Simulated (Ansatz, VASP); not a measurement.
# Cross-check of Al35CuN36 (Cu_Al) between VASP and Ansatz, part 3 of 4

Aim: how closely do two programs agree when they are given the same cell, functional and k mesh? Of the first pair: The structure shown is the start of the Ansatz relaxation below; VASP solves that cell, so the two are compared at the walk's first step.

VASP 6.6.1 and Ansatz 0.2.0.

So far. Step 3 (VASP: single point, r2SCAN, start cell, pair 1): The run ends at a pressure of 5.80 GPa, with forces up to 4.4 eV/Å.

**6. VASP: single point, r2SCAN, relaxed cell, pair 2**

Level of this step: r2SCAN, no spin polarisation; plane waves and PAW (Al, N, Cu) (VASP).

The same cell, functional and mesh now go to VASP, with its own data sets.

Contents of INCAR:

```
SYSTEM = Al35CuN36
PREC = Accurate
ENCUT = 580
EDIFF = 1E-06
NELM = 120
ISMEAR = 0
SIGMA = 0.01
LREAL = Auto
ALGO = Normal
METAGGA = R2SCAN
LASPH = .TRUE.
NELECT = 298
NBANDS = 200
LORBIT = 11
LWAVE = .FALSE.
LCHARG = .FALSE.
ISIF = 2
ISYM = 0
GGA_COMPAT = .FALSE.
EFERMI = MIDGAP
LMIXTAU = .TRUE.
NCORE = 2
```

Contents of POSCAR:

```
Al35CuN36
1.0
    9.3195655372      0.0000000854      0.0000000000
   -4.6597828426      8.0709804647      0.0000000000
    0.0000000000      0.0000000000      9.9564777200
Al N Cu
35 36 1
Direct
    0.2227397765      0.1119908692      0.2496641028
    0.1138045503      0.2263691233      0.4983538877
    0.2229900101      0.1124819188      0.7481607066
    0.1108415785      0.2224961931      0.9993387002
    0.2239584543      0.4455403301      0.2505514545
    0.1139134371      0.5546802542      0.4983525401
    0.2238639676      0.4455545915      0.7489496879
    0.1108038207      0.5557335380      0.9994026479
    0.2227285716      0.7779970836      0.2496780054
    0.1113632966      0.8893511661      0.4986625133
    0.2229309049      0.7777581551      0.7481234478
    0.1113677397      0.8893737747      0.9990333448
    0.5548571616      0.1110352348      0.2517051528
    0.4460154517      0.2267122935      0.4982572161
    0.5556275937      0.1114407509      0.7478891554
    0.4450604675      0.2224816435      0.9994283200
    0.5550598538      0.4456380551      0.2507305028
    0.5551766505      0.4454852855      0.7489597837
    0.4447084502      0.5560309564      0.9930498826
    0.5552109204      0.7767865573      0.2504918400
    0.4460476783      0.8867777703      0.4983472773
    0.5551349250      0.7768063284      0.7489343431
    0.4450145018      0.8899453880      0.9993893449
    0.8896535503      0.1110964974      0.2516241939
    0.7780344066      0.2226874853      0.4976659998
    0.8892701236      0.1114462950      0.7479291893
    0.7780467188      0.2226999010      0.9996578850
    0.8896835737      0.4458668520      0.2517166213
    0.7739442812      0.5547086762      0.4982661798
    0.8892368323      0.4450760600      0.7478945882
    0.7782284017      0.5556524858      0.9994157533
    0.8887215027      0.7779653553      0.2496400741
    0.7743839824      0.8869361068      0.4983398391
    0.8882276586      0.7777240308      0.7481697611
    0.7782644983      0.8899165700      0.9993173716
    0.2218703623      0.1107746660      0.4397920387
    0.1110169123      0.2208331623      0.1882705618
    0.2222000587      0.1114394632      0.9390349059
    0.1111362593      0.2220531326      0.6904551723
    0.2043989096      0.4357484440      0.4333307092
    0.1110480218      0.5569459916      0.1883809109
    0.2181842670      0.4430492234      0.9413779943
    0.1110806203      0.5558317214      0.6903733708
    0.2218550962      0.7788452559      0.4398105363
    0.1115635038      0.8891615959      0.1893756512
    0.2221616369      0.7785879986      0.9389991385
    0.1115272254      0.8891763184      0.6898749039
    0.5540132638      0.1109494204      0.4412924800
    0.4438236492      0.2208808030      0.1883843944
    0.5561263857      0.1119783666      0.9390464364
    0.4448383799      0.2220771335      0.6902967758
    0.5639829122      0.4366833089      0.4335571290
    0.4449156148      0.5558264704      0.1846076653
    0.5576987217      0.4430058603      0.9413159044
    0.4448758772      0.5557561419      0.7142966130
    0.5650274043      0.7963779577      0.4332582081
    0.4438007106      0.8896942810      0.1883772618
    0.5576965608      0.7825546171      0.9413685140
    0.4448368778      0.8895748109      0.6903796980
    0.8896662334      0.1110795361      0.4410851217
    0.7781989400      0.2225275194      0.1905132984
    0.8887831987      0.1119639149      0.9390308503
    0.7781968071      0.2224924630      0.6895359940
    0.8897222127      0.4467033547      0.4413095520
    0.7798345879      0.5568744602      0.1883761064
    0.8887469920      0.4446036247      0.9390488697
    0.7786082577      0.5558891252      0.6903157333
    0.8899472029      0.7788426568      0.4397664174
    0.7799179523      0.8897347491      0.1882444025
    0.8892815230      0.7785047073      0.9390365928
    0.7786699398      0.8895979983      0.6904462614
    0.4435188324      0.5575558479      0.5088784550
```

Contents of KPOINTS:

```
Points of the shifted mesh
1
Reciprocal
 0.2500000000  0.2500000000  0.2500000000 1
```

Potentials, in the order of the species: Al, N and Cu (PBE family, release 64).

The run is started by

```sh
mpirun -np 8 vasp_std
```

Numbers of over 12 decimals in the logs are rounded to 6 here.

The program printed:

```text
[banner, memory and clock lines left out]
running    8 mpi-ranks, on    1 nodes
[...]
[... a notice as in an earlier step ...]

 LDA part: xc-table for (None), standard interpolation
 POSCAR, INCAR and KPOINTS ok, starting setup
[...]
entering main loop
       N       E                     dE             d eps       ncg     rms          rms(c)
DAV:   1     0.183993536498E+04    0.18399E+04   -0.14702E+05   400   0.157E+03
DAV:   2    -0.572408719356E+03   -0.24123E+04   -0.22506E+04   480   0.353E+02
DAV:   3    -0.823416923595E+03   -0.25101E+03   -0.24430E+03   480   0.127E+02
DAV:   4    -0.836884692786E+03   -0.13468E+02   -0.13358E+02   608   0.348E+01
DAV:   5    -0.837080557652E+03   -0.19586E+00   -0.19496E+00   472   0.323E+00BRMIX: very serious problems
 the old and the new charge density differ
 old charge density:   296.00000 new  298.00000
    0.549E+01
DAV:   6    -0.706060936168E+03    0.13102E+03   -0.34805E+02   584   0.512E+01    0.258E+01
DAV:   7    -0.675817373204E+03    0.30244E+02   -0.41857E+01   608   0.985E+01    0.154E+01
DAV:   8    -0.673750696278E+03    0.20667E+01   -0.11014E+01   640   0.161E+01    0.880E+00
DAV:   9    -0.671647441010E+03    0.21033E+01   -0.49251E+00   616   0.192E+01    0.175E+00
[...]
DAV:  22    -0.675803347186E+03   -0.26586E-03   -0.16969E-03   456   0.963E-02    0.313E-02
DAV:  23    -0.675803376328E+03   -0.29142E-04   -0.11061E-04   584   0.466E-02    0.149E-02
DAV:  24    -0.675803377013E+03   -0.68461E-06   -0.38720E-06   384   0.595E-03
   1 F= -.67580338E+03 E0= -.67580338E+03  d E =0.000000E+00
```

Parts of OUTCAR (step 6):

```text
 POSITION                                       TOTAL-FORCE (eV/Angst)
 -----------------------------------------------------------------------------------
      1.55398      0.90388      2.48578         0.000152      0.001384     -0.005008
      0.00578      1.82702      4.96185        -0.000335     -0.011431     -0.001165
      1.55403      0.90784      7.44905        -0.002041      0.000872      0.005325
     -0.00379      1.79576      9.94989         0.001549     -0.001130     -0.006142
      0.01107      3.59595      2.49461        -0.002824      0.004259     -0.003479
     -1.52307      4.47681      4.96184        -0.010018      0.002528      0.000760
      0.01013      3.59606      7.45690        -0.008106      0.000045     -0.000718
     -1.55695      4.48531      9.95053        -0.002083      0.000409     -0.005414
     -1.54956      6.27920      2.48591        -0.000109      0.000871     -0.003306
     -3.10633      7.17794      4.96492         0.001884     -0.000354     -0.003504
     -1.54656      6.27727      7.44867         0.001227      0.000261      0.004195
     -3.10639      7.17812      9.94685        -0.000201     -0.000159     -0.004972
      4.65363      0.89616      2.50610        -0.000450      0.001305      0.004322
      3.10024      1.82979      4.96089         0.005676     -0.010566     -0.000989
[...]
-----------------------------------------------------------------------------------
    total drift:                                0.002955     -0.007528     -0.277569

  FREE ENERGIE OF THE ION-ELECTRON SYSTEM (eV)
  ---------------------------------------------------
  free  energy   TOTEN  =      -675.8033770130 eV

  energy  without entropy=     -675.8033770130  energy(sigma->0) =     -675.80337701
```

The run ends at a pressure of 5.23 GPa, with forces up to 0.036 eV/Å.

**7. Comparison**

Both answers:

| quantity | Ansatz | VASP | difference |
| --- | --- | --- | --- |
| gap on the k mesh (eV) | 3.384 | 3.390 | -0.007 |

At this near-relaxed geometry the largest component of a force difference is 26 meV/Å. A gap on the mesh is an upper bound, since the band edges may lie between its points. The cell carries a charge of -2 e against a uniform background, so its pressure also hangs on how the neutralising background is counted, and in a defect's cell a gap may be the spacing between its levels.

**8. Ansatz: relaxation, r2SCAN**

The two programs are compared at the cell with which this relaxation starts, whose forces are those of its first step.

The structure compared here is the start of the Ansatz relaxation; VASP solves that cell, so the two are compared at the walk's first step.

Contents of input.yaml:

```yaml
crystal:
  lattice:
    - [9.31956554, 9.0e-08, 0.0]
    - [-4.65978284, 8.07098046, 0.0]
    - [0.0, 0.0, 9.95647772]
  atoms:
    - { symbol: Al, position: [0.22222222, 0.11111111, 0.24960167] }
    - { symbol: Al, position: [0.11111111, 0.22222222, 0.49960167] }
    - { symbol: "N", position: [0.22222222, 0.11111111, 0.44039833] }
    - { symbol: "N", position: [0.11111111, 0.22222222, 0.19039833] }
    - { symbol: Al, position: [0.22222222, 0.11111111, 0.74960167] }
    - { symbol: Al, position: [0.11111111, 0.22222222, 0.99960167] }
    - { symbol: "N", position: [0.22222222, 0.11111111, 0.94039833] }
    - { symbol: "N", position: [0.11111111, 0.22222222, 0.69039833] }
    - { symbol: Al, position: [0.22222222, 0.44444444, 0.24960167] }
    - { symbol: Al, position: [0.11111111, 0.55555556, 0.49960167] }
    - { symbol: "N", position: [0.22222222, 0.44444444, 0.44039833] }
    - { symbol: "N", position: [0.11111111, 0.55555556, 0.19039833] }
    - { symbol: Al, position: [0.22222222, 0.44444444, 0.74960167] }
    - { symbol: Al, position: [0.11111111, 0.55555556, 0.99960167] }
    - { symbol: "N", position: [0.22222222, 0.44444444, 0.94039833] }
    - { symbol: "N", position: [0.11111111, 0.55555556, 0.69039833] }
    - { symbol: Al, position: [0.22222222, 0.77777778, 0.24960167] }
    - { symbol: Al, position: [0.11111111, 0.88888889, 0.49960167] }
    - { symbol: "N", position: [0.22222222, 0.77777778, 0.44039833] }
    - { symbol: "N", position: [0.11111111, 0.88888889, 0.19039833] }
    - { symbol: Al, position: [0.22222222, 0.77777778, 0.74960167] }
    - { symbol: Al, position: [0.11111111, 0.88888889, 0.99960167] }
    - { symbol: "N", position: [0.22222222, 0.77777778, 0.94039833] }
    - { symbol: "N", position: [0.11111111, 0.88888889, 0.69039833] }
    - { symbol: Al, position: [0.55555556, 0.11111111, 0.24960167] }
    - { symbol: Al, position: [0.44444444, 0.22222222, 0.49960167] }
    - { symbol: "N", position: [0.55555556, 0.11111111, 0.44039833] }
    - { symbol: "N", position: [0.44444444, 0.22222222, 0.19039833] }
    - { symbol: Al, position: [0.55555556, 0.11111111, 0.74960167] }
    - { symbol: Al, position: [0.44444444, 0.22222222, 0.99960167] }
    - { symbol: "N", position: [0.55555556, 0.11111111, 0.94039833] }
    - { symbol: "N", position: [0.44444444, 0.22222222, 0.69039833] }
    - { symbol: Al, position: [0.55555556, 0.44444444, 0.24960167] }
    - { symbol: Cu, position: [0.44444444, 0.55555556, 0.49960167] }
    - { symbol: "N", position: [0.55555556, 0.44444444, 0.44039833] }
    - { symbol: "N", position: [0.44444444, 0.55555556, 0.19039833] }
    - { symbol: Al, position: [0.55555556, 0.44444444, 0.74960167] }
    - { symbol: Al, position: [0.44444444, 0.55555556, 0.99960167] }
    - { symbol: "N", position: [0.55555556, 0.44444444, 0.94039833] }
    - { symbol: "N", position: [0.44444444, 0.55555556, 0.69039833] }
    - { symbol: Al, position: [0.55555556, 0.77777778, 0.24960167] }
    - { symbol: Al, position: [0.44444444, 0.88888889, 0.49960167] }
    - { symbol: "N", position: [0.55555556, 0.77777778, 0.44039833] }
    - { symbol: "N", position: [0.44444444, 0.88888889, 0.19039833] }
    - { symbol: Al, position: [0.55555556, 0.77777778, 0.74960167] }
    - { symbol: Al, position: [0.44444444, 0.88888889, 0.99960167] }
    - { symbol: "N", position: [0.55555556, 0.77777778, 0.94039833] }
    - { symbol: "N", position: [0.44444444, 0.88888889, 0.69039833] }
    - { symbol: Al, position: [0.88888889, 0.11111111, 0.24960167] }
    - { symbol: Al, position: [0.77777778, 0.22222222, 0.49960167] }
    - { symbol: "N", position: [0.88888889, 0.11111111, 0.44039833] }
    - { symbol: "N", position: [0.77777778, 0.22222222, 0.19039833] }
    - { symbol: Al, position: [0.88888889, 0.11111111, 0.74960167] }
    - { symbol: Al, position: [0.77777778, 0.22222222, 0.99960167] }
    - { symbol: "N", position: [0.88888889, 0.11111111, 0.94039833] }
    - { symbol: "N", position: [0.77777778, 0.22222222, 0.69039833] }
    - { symbol: Al, position: [0.88888889, 0.44444444, 0.24960167] }
    - { symbol: Al, position: [0.77777778, 0.55555556, 0.49960167] }
    - { symbol: "N", position: [0.88888889, 0.44444444, 0.44039833] }
    - { symbol: "N", position: [0.77777778, 0.55555556, 0.19039833] }
    - { symbol: Al, position: [0.88888889, 0.44444444, 0.74960167] }
    - { symbol: Al, position: [0.77777778, 0.55555556, 0.99960167] }
    - { symbol: "N", position: [0.88888889, 0.44444444, 0.94039833] }
    - { symbol: "N", position: [0.77777778, 0.55555556, 0.69039833] }
    - { symbol: Al, position: [0.88888889, 0.77777778, 0.24960167] }
    - { symbol: Al, position: [0.77777778, 0.88888889, 0.49960167] }
    - { symbol: "N", position: [0.88888889, 0.77777778, 0.44039833] }
    - { symbol: "N", position: [0.77777778, 0.88888889, 0.19039833] }
    - { symbol: Al, position: [0.88888889, 0.77777778, 0.74960167] }
    - { symbol: Al, position: [0.77777778, 0.88888889, 0.99960167] }
    - { symbol: "N", position: [0.88888889, 0.77777778, 0.94039833] }
    - { symbol: "N", position: [0.77777778, 0.88888889, 0.69039833] }
  host:
    repeats: [3, 3, 2]
    atoms:
      - { symbol: Al, position: [0.66666667, 0.33333333, 0.49920333] }
      - { symbol: Al, position: [0.33333333, 0.66666667, 0.99920333] }
      - { symbol: "N", position: [0.66666667, 0.33333333, 0.88079667] }
      - { symbol: "N", position: [0.33333333, 0.66666667, 0.38079667] }
basis:
  ecutwfc: 500
  xc_grid: 2
hamiltonian:
  xc: r2scan
  pseudopotentials: { kind: paw, azcp: { folder: soft_1 } }
kpoints:
  mp_grid: { grid: [1, 1, 1], shift: [0.25, 0.25, 0.25] }
scf:
  occupations: { method: fermi_dirac, width: 0.01 }
  max_iter: 60
output:
  forces: true
  charged_corrections:
    epsilon: [4.49, 4.49, 4.72]
    static_epsilon: [8.15, 8.15, 9.65]
    defect_position: [0.444444, 0.555556, 0.499602]
relax:
  f_tol: 0.02
  max_steps: 80
  random_displacement: { amplitude: 0.05, seed: 9280 }
checkpoint:
  write: "../q0.relax_smeared.run"
  compress: false
  write_wavefunctions: true
  write_every: 100000
```

The run is started by

```sh
ansatz run input.yaml --threads 4 --pin off --max-ram 15073MiB --backend cpu --events-out ev --progress --plain --runs-dir out
```

The program printed:

```text
[...]
Crystal: 72 atoms, lattice volume = 748.907 Å³
Basis set: ecut = 500 eV, 18913 PW (Γ), exchange–correlation on 144×144×150 points (8 copies of the dense FFT grid, shifted against one another)
Bands: 224, of which v1, the nominal top of the filled ones, is band 152 counted from 1 (151 counted from 0)
Symmetry: 1 space group operations
k-points: 1
[...]
SCF iter   1: F=—  HF=-39543.308156 eV  |F-HF|=—  |Δ(HF+E_count)|=         —  Δρ=1.34e-1  dr2=1.64e2  dr2_τ=1.87e1  ethr=3.10e-3  ⟨swp⟩=6.0  Hψ=856  notcnv=0  defer=53
[...]
- { symbol: N, position: [0.109125, 0.555334, 0.691429] }
[...]
- { symbol: Cu, position: [0.438580, 0.560749, 0.495906] }
[...]
- { symbol: Al, position: [0.889637, 0.776988, 0.249425] }
    - { symbol: Al, position: [0.782719, 0.890748, 0.501389] }
    - { symbol: N, position: [0.890618, 0.778085, 0.440072] }
    - { symbol: N, position: [0.779343, 0.888256, 0.189680] }
    - { symbol: Al, position: [0.888885, 0.777754, 0.749855] }
    - { symbol: Al, position: [0.778323, 0.888884, 0.999509] }
    - { symbol: N, position: [0.889106, 0.777956, 0.940050] }
    - { symbol: N, position: [0.778848, 0.889584, 0.691569] }
```

(Continued in part 4 of 4.)

[Lines on the potential files, build, host, timing and source positions are cut from VASP's logs without a mark.]

[Logs are printed without paths, hosts, clocks, repeated set-up lines and the standing remarks that a program may print on its own settings, such as how far it seeks lower states.]

[Hosts, paths, dates, database ids (printed as entryN), source tags and the programs' standing remarks are cut or masked in the printed files.]
